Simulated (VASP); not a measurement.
# BP: NMR shieldings, part 2 of 3

Wanted: the shieldings and field gradients at the nuclei of BP. The cell is of the zinc-blende type, one of the forms listed for this formula, which need not be the common one. The start is a cell from a database of measured crystal structures.

VASP 6.6.1, plane waves and PAW; the level of theory is named at each step.

So far. Step 2 (Ground state): The cell has a gap of 1.24 eV on this mesh.

**3. Shielding tensors**

This step: chemical shifts by linear response (GIPAW), PBE; plane waves and PAW (P, B) (VASP 6.6.1).

LCHIMAG computes the induced currents by linear response. It needs tightly converged orbitals and a cutoff well above the default; LEFG adds the field gradients at no cost.

File INCAR:

```
SYSTEM = BP
PREC = Accurate
ENCUT = 450
EDIFF = 1E-09
NELM = 100
ISMEAR = 0
SIGMA = 0.01
LREAL = .FALSE.
ALGO = Normal
GGA = PE
NBANDS = 10
LWAVE = .FALSE.
LCHARG = .FALSE.
KPAR = 2
LCHIMAG = .TRUE.
LEFG = .TRUE.
DQ = 0.001
ICHIBARE = 1
LNMR_SYM_RED = .TRUE.
```

File POSCAR:

```
BP
1.0
    0.0000000000      2.2690000000      2.2690000000
    2.2690000000      0.0000000000      2.2690000000
    2.2690000000      2.2690000000      0.0000000000
P B
1 1
Direct
    0.7500000000      0.7500000000      0.7500000000
    0.0000000000      0.0000000000      0.0000000000
```

File KPOINTS:

```
Automatic mesh
0
Gamma
8 8 8
0 0 0
```

The projector-augmented-wave data sets are P and B (PBE family, release 64).

The run is started by

```
> mpirun -np 2 vasp_std
```

The program printed:

```text
[... set-up lines as in an earlier step ...]
 entering main loop
       N       E                     dE             d eps       ncg     rms          rms(c)
DAV:   1     0.838951470037E+01    0.83895E+01   -0.35802E+03   580   0.629E+02
DAV:   2    -0.130877025717E+02   -0.21477E+02   -0.20497E+02   852   0.104E+02
DAV:   3    -0.136342968018E+02   -0.54659E+00   -0.54589E+00   724   0.158E+01
DAV:   4    -0.136362328413E+02   -0.19360E-02   -0.19357E-02   728   0.108E+00
DAV:   5    -0.136362406452E+02   -0.78040E-05   -0.78038E-05   682   0.630E-02    0.721E+00
DAV:   6    -0.130262192942E+02    0.61002E+00   -0.14487E+00   656   0.559E+00    0.391E+00
DAV:   7    -0.129354578344E+02    0.90761E-01   -0.24003E-01   744   0.261E+00    0.132E+00
DAV:   8    -0.129275208751E+02    0.79370E-02   -0.28355E-02   656   0.991E-01    0.206E-01
DAV:   9    -0.129278353656E+02   -0.31449E-03   -0.65620E-04   666   0.186E-01    0.122E-01
DAV:  10    -0.129280351408E+02   -0.19978E-03   -0.28707E-04   692   0.110E-01    0.291E-02
DAV:  11    -0.129280445887E+02   -0.94479E-05   -0.10221E-05   750   0.228E-02    0.312E-02
DAV:  12    -0.129280455546E+02   -0.96581E-06   -0.37216E-06   682   0.105E-02    0.754E-03
DAV:  13    -0.129280455211E+02    0.33482E-07   -0.72864E-08   734   0.201E-03    0.450E-03
DAV:  14    -0.129280455927E+02   -0.71580E-07   -0.34041E-08   674   0.110E-03    0.429E-04
DAV:  15    -0.129280455702E+02    0.22500E-07   -0.19699E-09   682   0.317E-04    0.618E-04
DAV:  16    -0.129280455728E+02   -0.26895E-08   -0.54135E-10   340   0.109E-04    0.250E-05
DAV:  17    -0.129280455721E+02    0.77432E-09   -0.24393E-11   336   0.391E-05
ion   1
     0.0000000    -0.0000000    -0.0000000     0.0000000     0.0000000     0.0000000
     0.0000365    -0.0000000    -0.0000000     0.0000000     0.0000000     0.0000000
     0.0000503    -0.0000000    -0.0000000     0.0000000     0.0000000     0.0000000
     0.0000692    -0.0000000    -0.0000000     0.0000000     0.0000000     0.0000000
     0.0000953    -0.0000000    -0.0000000     0.0000000     0.0000000     0.0000000

     0.0000000    -0.0000000    -0.0000000     0.0000000     0.0000000     0.0000000
     0.0000365    -0.0000000    -0.0000000     0.0000000     0.0000000     0.0000000
     0.0000503    -0.0000000    -0.0000000     0.0000000     0.0000000     0.0000000
     0.0000692    -0.0000000    -0.0000000     0.0000000     0.0000000     0.0000000
     0.0000953    -0.0000000    -0.0000000     0.0000000     0.0000000     0.0000000

ion   2
     0.0000000     0.0000000    -0.0000000     0.0000000     0.0000000    -0.0000000
     0.0000257     0.0000000    -0.0000000     0.0000000     0.0000000    -0.0000000
     0.0000354     0.0000000    -0.0000000     0.0000000     0.0000000    -0.0000000
     0.0000487     0.0000000    -0.0000000     0.0000000     0.0000000    -0.0000000
     0.0000671     0.0000000    -0.0000000     0.0000000     0.0000000    -0.0000000

     0.0000000     0.0000000    -0.0000000     0.0000000     0.0000000    -0.0000000
     0.0000257     0.0000000    -0.0000000     0.0000000     0.0000000    -0.0000000
     0.0000354     0.0000000    -0.0000000     0.0000000     0.0000000    -0.0000000
     0.0000487     0.0000000    -0.0000000     0.0000000     0.0000000    -0.0000000
     0.0000671     0.0000000    -0.0000000     0.0000000     0.0000000    -0.0000000

   1 F= -.12928046E+02 E0= -.12928046E+02  d E =-.516020E-37
DAV:   1     0.751943272791E+01    0.75194E+01    0.00000E+00     0   0.000E+00
DAV:   2     0.751943272791E+01    0.00000E+00    0.00000E+00     0   0.000E+00
BDIR= 1  IDIR= 2  IQ= -1
DAV:   1     0.150453640553E+02    0.15045E+02   -0.12346E-02   642   0.384E-01
DAV:   2     0.150453436493E+02   -0.20406E-04   -0.20406E-04   690   0.105E-01
DAV:   3     0.150453436024E+02   -0.46930E-07   -0.46989E-07   752   0.646E-03
DAV:   4     0.150453436022E+02   -0.21867E-09   -0.15047E-09   704   0.259E-04
       N       E                     dE             d eps       ncg     rms
RMM:   1    -0.192496177549E+02   -0.19250E+02   -0.49731E+01  1271   0.250E+01
RMM:   2    -0.199737703205E+02   -0.72415E+00   -0.68597E-01  1325   0.425E+00
RMM:   3    -0.199951920203E+02   -0.21422E-01   -0.28430E-02  1335   0.644E-01
RMM:   4    -0.199965897809E+02   -0.13978E-02   -0.33925E-03  1358   0.134E-01
RMM:   5    -0.199966820907E+02   -0.92310E-04   -0.11517E-04  1361   0.268E-02
RMM:   6    -0.199966888329E+02   -0.67422E-05   -0.14988E-05  1372   0.688E-03
RMM:   7    -0.199966894976E+02   -0.66469E-06   -0.92354E-07  1340   0.166E-03
RMM:   8    -0.199966895556E+02   -0.57988E-07   -0.14015E-07  1244   0.479E-04
RMM:   9    -0.199966895616E+02   -0.60657E-08   -0.76240E-09  1098   0.129E-04
RMM:  10    -0.199966895621E+02   -0.47767E-09   -0.11167E-09  1045   0.544E-05
BDIR= 1  IDIR= 2  IQ=  0
DAV:   1     0.150388669387E+02    0.15039E+02   -0.15946E-12   320   0.104E-05
DAV:   2     0.150388669387E+02   -0.25970E-11   -0.12948E-12   314   0.323E-06
       N       E                     dE             d eps       ncg     rms
RMM:   1    -0.192914500846E+02   -0.19291E+02   -0.49966E+01  1270   0.250E+01
RMM:   2    -0.200200386275E+02   -0.72859E+00   -0.68645E-01  1321   0.425E+00
RMM:   3    -0.200414175365E+02   -0.21379E-01   -0.28292E-02  1315   0.643E-01
RMM:   4    -0.200428012188E+02   -0.13837E-02   -0.33637E-03  1326   0.134E-01
RMM:   5    -0.200428918178E+02   -0.90599E-04   -0.11248E-04  1316   0.264E-02
RMM:   6    -0.200428983693E+02   -0.65516E-05   -0.14507E-05  1324   0.660E-03
RMM:   7    -0.200428990161E+02   -0.64674E-06   -0.90661E-07  1280   0.159E-03
RMM:   8    -0.200428990723E+02   -0.56238E-07   -0.13604E-07  1177   0.451E-04
RMM:   9    -0.200428990782E+02   -0.58459E-08   -0.73281E-09  1012   0.122E-04
RMM:  10    -0.200428990786E+02   -0.45758E-09   -0.10681E-09   975   0.528E-05
BDIR= 1  IDIR= 2  IQ=  1
DAV:   1     0.150320153402E+02    0.15032E+02   -0.12324E-02   640   0.384E-01
DAV:   2     0.150319949317E+02   -0.20408E-04   -0.20408E-04   682   0.105E-01
DAV:   3     0.150319948832E+02   -0.48518E-07   -0.48473E-07   768   0.661E-03
DAV:   4     0.150319948831E+02   -0.10204E-09   -0.13573E-09   688   0.242E-04
       N       E                     dE             d eps       ncg     rms
RMM:   1    -0.193342405251E+02   -0.19334E+02   -0.50212E+01  1267   0.250E+01
RMM:   2    -0.200676729515E+02   -0.73343E+00   -0.68705E-01  1326   0.425E+00
RMM:   3    -0.200890033426E+02   -0.21330E-01   -0.28174E-02  1334   0.643E-01
RMM:   4    -0.200903729779E+02   -0.13696E-02   -0.33322E-03  1358   0.134E-01
RMM:   5    -0.200904624505E+02   -0.89473E-04   -0.11200E-04  1366   0.265E-02
[...]
RLQ:   2    -0.612369829269E-01   -0.33624E-02   -0.68594E-03  1308   0.268E-01
RLQ:   3    -0.613799371394E-01   -0.14295E-03   -0.12796E-04  1315   0.405E-02
RLQ:   4    -0.613856686551E-01   -0.57315E-05   -0.14724E-05  1318   0.746E-03
RLQ:   5    -0.613860249675E-01   -0.35631E-06   -0.35424E-07  1302   0.152E-03
RLQ:   6    -0.613860421576E-01   -0.17190E-07   -0.49888E-08  1189   0.334E-04
RLQ:   7    -0.613860431542E-01   -0.99656E-09   -0.11005E-09  1064   0.837E-05
BDIR= 3  IDIR= 1  IQ= -1
DAV:   1     0.150561793765E+02    0.15056E+02   -0.11951E-02   642   0.391E-01
DAV:   2     0.150561580987E+02   -0.21278E-04   -0.21278E-04   666   0.105E-01
DAV:   3     0.150561580460E+02   -0.52677E-07   -0.52669E-07   814   0.676E-03
DAV:   4     0.150561580460E+02   -0.48642E-10   -0.64141E-10   688   0.138E-04
       N       E                     dE             d eps       ncg     rms
RMM:   1    -0.320331117887E+02   -0.32033E+02   -0.10464E+02  1289   0.285E+01
RMM:   2    -0.338684269355E+02   -0.18353E+01   -0.13831E+00  1326   0.513E+00
RMM:   3    -0.339211807657E+02   -0.52754E-01   -0.67273E-02  1336   0.794E-01
RMM:   4    -0.339237896420E+02   -0.26089E-02   -0.53218E-03  1363   0.177E-01
RMM:   5    -0.339239748171E+02   -0.18518E-03   -0.24734E-04  1367   0.390E-02
RMM:   6    -0.339239879315E+02   -0.13114E-04   -0.27829E-05  1383   0.103E-02
RMM:   7    -0.339239892601E+02   -0.13286E-05   -0.17409E-06  1334   0.271E-03
RMM:   8    -0.339239893580E+02   -0.97908E-07   -0.24018E-07  1222   0.731E-04
RMM:   9    -0.339239893663E+02   -0.83089E-08   -0.10813E-08  1145   0.196E-04
RMM:  10    -0.339239893670E+02   -0.67091E-09   -0.13857E-09  1085   0.700E-05
BDIR= 3  IDIR= 1  IQ=  0
DAV:   1     0.150388669388E+02    0.15039E+02   -0.16634E-12   320   0.104E-05
DAV:   2     0.150388669388E+02   -0.27001E-12   -0.16363E-12   314   0.323E-06
       N       E                     dE             d eps       ncg     rms
RMM:   1    -0.320817847962E+02   -0.32082E+02   -0.10485E+02  1287   0.285E+01
RMM:   2    -0.339239778612E+02   -0.18422E+01   -0.13867E+00  1315   0.513E+00
RMM:   3    -0.339769624973E+02   -0.52985E-01   -0.67777E-02  1309   0.795E-01
RMM:   4    -0.339795862610E+02   -0.26238E-02   -0.53222E-03  1328   0.177E-01
RMM:   5    -0.339797718687E+02   -0.18561E-03   -0.24771E-04  1325   0.390E-02
RMM:   6    -0.339797850003E+02   -0.13132E-04   -0.27849E-05  1322   0.103E-02
RMM:   7    -0.339797863215E+02   -0.13213E-05   -0.17369E-06  1275   0.270E-03
RMM:   8    -0.339797864186E+02   -0.97104E-07   -0.23638E-07  1160   0.730E-04
RMM:   9    -0.339797864269E+02   -0.83014E-08   -0.10847E-08  1075   0.196E-04
RMM:  10    -0.339797864276E+02   -0.67126E-09   -0.13817E-09  1007   0.700E-05
BDIR= 3  IDIR= 1  IQ=  1
DAV:   1     0.150212555313E+02    0.15021E+02   -0.11935E-02   646   0.391E-01
DAV:   2     0.150212342235E+02   -0.21308E-04   -0.21308E-04   674   0.105E-01
DAV:   3     0.150212341720E+02   -0.51422E-07   -0.51432E-07   806   0.663E-03
DAV:   4     0.150212341720E+02   -0.69232E-10   -0.64088E-10   690   0.138E-04
       N       E                     dE             d eps       ncg     rms
RMM:   1    -0.321281359255E+02   -0.32128E+02   -0.10502E+02  1289   0.285E+01
RMM:   2    -0.339760559160E+02   -0.18479E+01   -0.13899E+00  1326   0.513E+00
RMM:   3    -0.340293009964E+02   -0.53245E-01   -0.68340E-02  1335   0.796E-01
RMM:   4    -0.340319470280E+02   -0.26460E-02   -0.53447E-03  1364   0.177E-01
RMM:   5    -0.340321348993E+02   -0.18787E-03   -0.25076E-04  1367   0.392E-02
RMM:   6    -0.340321481917E+02   -0.13292E-04   -0.28241E-05  1383   0.104E-02
RMM:   7    -0.340321495315E+02   -0.13398E-05   -0.17541E-06  1337   0.272E-03
RMM:   8    -0.340321496295E+02   -0.98011E-07   -0.23962E-07  1219   0.735E-04
RMM:   9    -0.340321496378E+02   -0.83076E-08   -0.10877E-08  1145   0.197E-04
RMM:  10    -0.340321496385E+02   -0.67072E-09   -0.13721E-09  1085   0.703E-05
BDIR= 3  IDIR= 2  IQ= -1
DAV:   1     0.150453640553E+02    0.15045E+02   -0.12346E-02   642   0.384E-01
DAV:   2     0.150453436494E+02   -0.20406E-04   -0.20406E-04   690   0.105E-01
DAV:   3     0.150453436024E+02   -0.46966E-07   -0.46989E-07   752   0.646E-03
DAV:   4     0.150453436022E+02   -0.15295E-09   -0.15055E-09   704   0.259E-04
       N       E                     dE             d eps       ncg     rms
RMM:   1    -0.314036320753E+02   -0.31404E+02   -0.10281E+02  1268   0.284E+01
RMM:   2    -0.333327806938E+02   -0.19291E+01   -0.15895E+00  1320   0.527E+00
RMM:   3    -0.333846429198E+02   -0.51862E-01   -0.66294E-02  1325   0.798E-01
RMM:   4    -0.333870485289E+02   -0.24056E-02   -0.47722E-03  1349   0.172E-01
RMM:   5    -0.333872110479E+02   -0.16252E-03   -0.22124E-04  1359   0.367E-02
RMM:   6    -0.333872220208E+02   -0.10973E-04   -0.22770E-05  1367   0.947E-03
RMM:   7    -0.333872231561E+02   -0.11353E-05   -0.14327E-06  1331   0.243E-03
RMM:   8    -0.333872232309E+02   -0.74782E-07   -0.18488E-07  1205   0.632E-04
RMM:   9    -0.333872232377E+02   -0.68473E-08   -0.85812E-09  1129   0.172E-04
RMM:  10    -0.333872232382E+02   -0.50149E-09   -0.11354E-09  1066   0.627E-05
BDIR= 3  IDIR= 2  IQ=  0
DAV:   1     0.150388669387E+02    0.15039E+02   -0.16708E-12   320   0.104E-05
DAV:   2     0.150388669387E+02   -0.83880E-11   -0.13803E-12   314   0.323E-06
       N       E                     dE             d eps       ncg     rms
RMM:   1    -0.312818884462E+02   -0.31282E+02   -0.10225E+02  1269   0.284E+01
RMM:   2    -0.331960485945E+02   -0.19142E+01   -0.15805E+00  1308   0.526E+00
RMM:   3    -0.332474770807E+02   -0.51428E-01   -0.65490E-02  1308   0.795E-01
RMM:   4    -0.332498533561E+02   -0.23763E-02   -0.47370E-03  1321   0.171E-01
RMM:   5    -0.332500131870E+02   -0.15983E-03   -0.21756E-04  1325   0.363E-02
RMM:   6    -0.332500239890E+02   -0.10802E-04   -0.22405E-05  1318   0.938E-03
RMM:   7    -0.332500251039E+02   -0.11149E-05   -0.14136E-06  1274   0.240E-03
RMM:   8    -0.332500251775E+02   -0.73608E-07   -0.18098E-07  1155   0.627E-04
RMM:   9    -0.332500251843E+02   -0.68046E-08   -0.85345E-09  1061   0.171E-04
RMM:  10    -0.332500251848E+02   -0.49900E-09   -0.11346E-09  1001   0.620E-05
BDIR= 3  IDIR= 2  IQ=  1
DAV:   1     0.150320153402E+02    0.15032E+02   -0.12324E-02   640   0.384E-01
DAV:   2     0.150319949317E+02   -0.20408E-04   -0.20408E-04   682   0.105E-01
DAV:   3     0.150319948832E+02   -0.48467E-07   -0.48473E-07   768   0.661E-03
DAV:   4     0.150319948831E+02   -0.16202E-09   -0.13565E-09   688   0.242E-04
       N       E                     dE             d eps       ncg     rms
RMM:   1    -0.311585422039E+02   -0.31159E+02   -0.10167E+02  1269   0.284E+01
RMM:   2    -0.330570475690E+02   -0.18985E+01   -0.15726E+00  1319   0.524E+00
RMM:   3    -0.331081353860E+02   -0.51088E-01   -0.64811E-02  1324   0.792E-01
RMM:   4    -0.331104942771E+02   -0.23589E-02   -0.47387E-03  1349   0.170E-01
RMM:   5    -0.331106537991E+02   -0.15952E-03   -0.21771E-04  1356   0.363E-02
RMM:   6    -0.331106646279E+02   -0.10829E-04   -0.22534E-05  1368   0.938E-03
RMM:   7    -0.331106657539E+02   -0.11260E-05   -0.14275E-06  1325   0.241E-03
RMM:   8    -0.331106658284E+02   -0.74540E-07   -0.18476E-07  1210   0.628E-04
RMM:   9    -0.331106658353E+02   -0.68453E-08   -0.85754E-09  1130   0.171E-04
RMM:  10    -0.331106658358E+02   -0.50294E-09   -0.11484E-09  1070   0.620E-05
       N       E                     dE             d eps       ncg     rms
RLQ:   1    -0.525573777045E-01   -0.52557E-01   -0.39131E-02   940   0.209E+00
RLQ:   2    -0.590429213151E-01   -0.64855E-02   -0.12580E-02  1173   0.331E-01
RLQ:   3    -0.592866311527E-01   -0.24371E-03   -0.20878E-04  1152   0.517E-02
RLQ:   4    -0.592966119884E-01   -0.99808E-05   -0.18549E-05  1169   0.941E-03
RLQ:   5    -0.592973839146E-01   -0.77193E-06   -0.12354E-06  1135   0.228E-03
RLQ:   6    -0.592974467377E-01   -0.62823E-07   -0.11950E-07  1029   0.576E-04
RLQ:   7    -0.592974522037E-01   -0.54660E-08   -0.99191E-09   937   0.169E-04
RLQ:   8    -0.592974527913E-01   -0.58761E-09   -0.10041E-09   841   0.645E-05
```

It took 95 s on 2 MPI ranks of AMD EPYC 7R43, shared host; peak memory 0.25 GiB; 3.1 min of CPU time.

OUTCAR, selected parts (step 3):

```text
The static configuration has the point symmetry T_d .

 Found     29 irreducible k-points:

   k-points           NKPTS =     29   k-points in BZ     NKDIM =     29   number of bands    NBANDS=     10

   ENCUT  =  450.0 eV  33.07 Ry    5.75 a.u.   5.55  5.55  5.55*2*pi/ulx,y,z

   NELECT =       8.0000    total number of electrons

  Total        0.1387724      0.1387724      0.1387724     -0.0000000     -0.0000000     -0.0000000
  in kB        9.5165624      9.5165624      9.5165624     -0.0000000     -0.0000000     -0.0000000
  external PRESSURE =       9.5165624 kB  Pullay stress =       0.0000000 kB

  energy-cutoff  :      450.00
  volume of cell :       23.36
      direct lattice vectors                 reciprocal lattice vectors
     0.000000000  2.269000000  2.269000000    -0.220361393  0.220361393  0.220361393
     2.269000000  0.000000000  2.269000000     0.220361393 -0.220361393  0.220361393
     2.269000000  2.269000000  0.000000000     0.220361393  0.220361393 -0.220361393

 POSITION                                       TOTAL-FORCE (eV/Angst)
 -----------------------------------------------------------------------------------
      3.40350      3.40350      3.40350         0.000000     -0.000000     -0.000000
      0.00000      0.00000      0.00000        -0.000000      0.000000      0.000000
 -----------------------------------------------------------------------------------
    total drift:                               -0.000000     -0.000000     -0.000000

 Electric field gradients after diagonalization (V/A^2)
 (convention: |V_zz| > |V_xx| > |V_yy|)
----------------------------------------------------------------------
 ion       V_xx      V_yy      V_zz     asymmetry (V_yy - V_xx)/ V_zz
----------------------------------------------------------------------
   1       0.000     0.000    -0.000       0.000
   2      -0.000    -0.000     0.000       0.000
----------------------------------------------------------------------

  ORBITAL MAGNETIC SUSCEPTIBILITY, excluding core contribution
 -------------------------------------------------------------
  Approximate magnetic susceptibility, pGv (10^-6 cm^3/mole)
     1        -43.649793         -0.000000         -0.000000
     2         -0.000000        -43.649793         -0.000000
     3         -0.000000         -0.000000        -43.649793
 -------------------------------------------------------------
  Approximate magnetic susceptibility, vGv (10^-6 cm^3/mole)
     1        -35.824082          0.000000         -0.000000
     2         -0.000000        -35.824082          0.000000
     3          0.000000          0.000000        -35.824082

  CSA tensor (J. Mason, Solid State Nucl. Magn. Reson. 2, 285 (1993))
  for chemical shielding  (including the isotropic core contribution)

  BDIR labels direction of applied magnetic field (i.e. B0)
  For BDIR==1, B0 along x-axis, etc.
  Induced field listed along cartesian directions for each BDIR
 ------------------------------------------------------------------------------------------
                 EXCLUDING G=0 CONTRIBUTION              INCLUDING G=0 CONTRIBUTION
 ------------------------------------------------------------------------------------------
  ion  BDIR            X           Y           Z                X           Y           Z
          (   iso_shield        span        skew ) (   iso_shield        span        skew )
 ------------------------------------------------------------------------------------------
    1     1     436.4781      0.0000      0.0000         463.7572      0.0000      0.0000
          2       0.0000    436.4781      0.0000           0.0000    463.7572      0.0000
          3      -0.0000      0.0000    436.4781          -0.0000      0.0000    463.7572
          (     436.4781      0.0000      0.0000 ) (     463.7572      0.0000      0.0000 )

    2     1     121.8128      0.0000      0.0000         149.0919      0.0000      0.0000
          2       0.0000    121.8128      0.0000           0.0000    149.0919      0.0000
          3      -0.0000     -0.0000    121.8128          -0.0000     -0.0000    149.0919
          (     121.8128      0.0000      0.0000 ) (     149.0919      0.0000      0.0000 )
 ------------------------------------------------------------------------------------------

[... 4 parts as in an earlier step ...]

[... 2 further parts left out ...]
```

Numbers from this step:

| Item | Value |
| --- | --- |
| free energy (TOTEN) | -12.93 eV |
| Fermi energy | 7.521 eV |
| pressure | 0.9517 GPa |
| gap on the k-mesh | 1.269 eV |

Valence and core; the G = 0 term is that of a spherical sample. NMR shielding, by row:

```csv
atom,isotropic shielding (ppm),span (ppm),skew,isotropic shielding without the G = 0 term (ppm)
P1,463.8,0,-,436.5
B2,149.1,0,-,121.8
```

Ordered as |Vzz| ≥ |Vxx| ≥ |Vyy|, the program's way. Electric field gradients, by row:

```csv
atom,Vxx (V/Å²),Vyy (V/Å²),Vzz (V/Å²),asymmetry
P1,0,0,0,-
B2,0,0,0,-
```

(Continued in part 3 of 3.)

[Lines on the potential files, build, host, timing and source positions are cut from VASP's logs without a mark.]

[Logs are printed without paths, hosts, clocks, repeated set-up lines and the standing remarks that a program may print on its own settings, such as how far it seeks lower states.]

[Hosts, paths, dates, database ids (printed as entryN), source tags and the programs' standing remarks are cut or masked in the printed files.]
